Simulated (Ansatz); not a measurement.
The system is TePt.

```
CELL_PARAMETERS angstrom
3.95488 0.00000 0.00000
-1.97744 3.42502 0.00000
0.00000 0.00000 3.85976
ATOMIC_POSITIONS crystal
Pt 0.00000 0.00000 0.00000
Te 0.66667 0.33333 0.50000
```

Measurements of this composition are mostly on another form, of space group No. 166.

Base run:

```yaml
Program: Ansatz 0.2.0
Functional: LDA
Potentials_or_basis: Ansatz PAW
Cutoff: "420 eV (not typed: the program's choice for these potentials)"
k_mesh: 6 × 6 × 5
Occupations: gaussian, width 0.05 eV
Spin: collinear spin, ferromagnetic start
Starting_moments: "[2.0, 0.0] μB"
Fixed_moment: 2 μB
Hubbard_terms: Pt d U = 7 eV
```

Its results: pressure -11.0 GPa; net moment 2.00 μB per cell.

Task: The run is repeated on the same cell with these changes: fixed moment from 2 μB to none; moments at the start from [2.0, 0.0] to [0.5, 0.0]. What comes out?

Result: Pressure -15.9 GPa; net moment 0.00 μB per cell.

Caveats: the magnetic or orbital state may not be the lowest; the PAW data sets come from PBE, with cores solved anew for the run's functional, which leaves a small shift of forces and pressure; the U is typed as a test and isn't derived for this compound; the total moment is fixed, so each spin has its own Fermi level (some runs); the thresholds are loose for stress (some runs); the starting moments weren't kept (some runs).
